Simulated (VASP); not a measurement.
# From VASP inputs to Ansatz: WS$_{2}$ (strained measured structure)

INCAR

```
GGA = PE
ISMEAR = -1
IBRION = -1
LWAVE = .FALSE.
SIGMA = 0.02
NBANDS = 20
ISIF = 2
EDIFF = 1E-7
NSW = 0
NELM = 120
LCHARG = .FALSE.
LASPH = .TRUE.
LREAL = .FALSE.
ENCUT = 520
PREC = Accurate
```

KPOINTS

```
KPOINTS created by Atomic Simulation Environment
0
Gamma
10 10 10
0 0 0
```

KPOINTS_OPT

```
special points
10
Reciprocal
0.0000000000 0.0000000000 0.0000000000 1
-0.5000000000 -0.5000000000 -0.5000000000 1
-0.5000000000 -0.1810319447 -0.8189680553 1
-0.1810319447 0.1810319447 -0.5000000000 1
0.0000000000 0.0000000000 -0.5000000000 1
0.0000000000 0.3405159723 -0.3405159723 1
-0.3405159723 0.0000000000 -0.6594840277 1
-0.5000000000 0.0000000000 -0.5000000000 1
-0.1629287502 0.1629287502 -0.5000000000 1
-0.0703120000 -0.3932290000 0.2708330000 1
```

POSCAR

```
W  S
 1.0000000000000000
     1.5858867129000001    0.9506800648000000    6.2374759785000000
    -1.5858867129000001    0.9506800648000000    6.2374759785000000
     0.0000000000000000   -1.9013601296000000    6.2374759785000000
 W   S
   1   2
Cartesian
 -0.0000000000000000  0.0066781270144882  0.0125262067246795
 -0.0000000000000000 -0.0028191980014310  4.7080272340527021
 -0.0000000000000000 -0.0038589290130573  7.7924471215627102
```

VASP ran with the recommended PBE PAW datasets (26 valence electrons in the cell).

Q: Translate these files to an Ansatz input.

A: 

```yaml
crystal:
  lattice:
    - [1.5858867129, 0.9506800648, 6.2374759785]
    - [-1.5858867129, 0.9506800648, 6.2374759785]
    - [0.0, -1.9013601296, 6.2374759785]
  atoms:
    - { symbol: W, position: [0.0018401689, 0.0018401689, -0.0016721205] }
    - { symbol: S, position: [0.2511047084, 0.2511047084, 0.2525874354] }
    - { symbol: S, position: [0.4157551228, 0.4157551228, 0.4177846852] }
kpoints:
  mp_grid: { grid: [10, 10, 10] }
  band_path:
    path:
      - [0.0, 0.0, 0.0]
      - [-0.5, -0.5, -0.5]
      - [-0.5, -0.1810319447, -0.8189680553]
      - [-0.1810319447, 0.1810319447, -0.5]
      - [0.0, 0.0, -0.5]
      - [0.0, 0.3405159723, -0.3405159723]
      - [-0.3405159723, 0.0, -0.6594840277]
      - [-0.5, 0.0, -0.5]
      - [-0.1629287502, 0.1629287502, -0.5]
      - [-0.070312, -0.393229, 0.270833]
    npoints: 1
hamiltonian:
  xc: pbe
scf:
  occupations: { method: fermi_dirac, width: 0.02 }
  n_extra_bands: 4
output:
  forces: true
  stress: true
  eigenvalues: true
  write_density: true
  write_potential: true
  elf: true
  volumetric_format: npy
```

Other inputs would serve too.

|  | VASP | Ansatz |
| --- | --- | --- |
| gap between bands v and c | 0.82 eV | 0.80 eV |
| least direct gap | 1.58 eV | 1.58 eV |
| pressure | -0.5 GPa | -0.5 GPa |
| largest force | 0.17 eV/Å | 0.17 eV/Å |

The two codes use different PAW datasets and cutoffs. VASP's cell holds 26 valence electrons and Ansatz's 26. Ansatz's stress includes a Pulay correction; VASP's doesn't.
